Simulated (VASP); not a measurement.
# Moving the dispersion correction in Hf

The cell as given:

```
CELL_PARAMETERS angstrom
2.91381 0.00000 0.00000
0.00000 2.91381 0.00000
0.00000 0.00000 2.91381
ATOMIC_POSITIONS crystal
Hf 0.50000 0.50000 0.50000
```

This isn't the form of Hf at room conditions, which is hcp.

Kept alike: task relaxation of cell and atoms; functional RPBE; k mesh 9 × 9 × 9; occupations fermi-dirac, width 0.05 eV; no spin polarisation. Program: VASP, PBE PAW files Hf_pv, 600 eV. The mesh is that of the run's cell of 1 atom. No spin-orbit coupling.

| dispersion correction | volume (Å³/atom) |
| --- | --- |
| D3(zero) | 24.669 |
| D4 | 24.828 |
| none | 25.453 |

The relaxations keep at least the cell's symmetry (Pm-3m). For a metal such a mesh leaves the last digits unconverged. Relaxations stop with a little pressure left, so the last digits of a volume or edge aren't settled. Runs of this series that gave no sound value for these columns are left out. All rows use potentials made for PBE.

What does the dispersion correction change here?

The volume runs from 24.669 (D3(zero)) to 25.453 Å³/atom (none). Against no correction: D3(zero) -3.1 %; D4 -2.5 %. Dispersion terms mostly attract and so lower the volume; the schemes' coefficients and damping set how far.
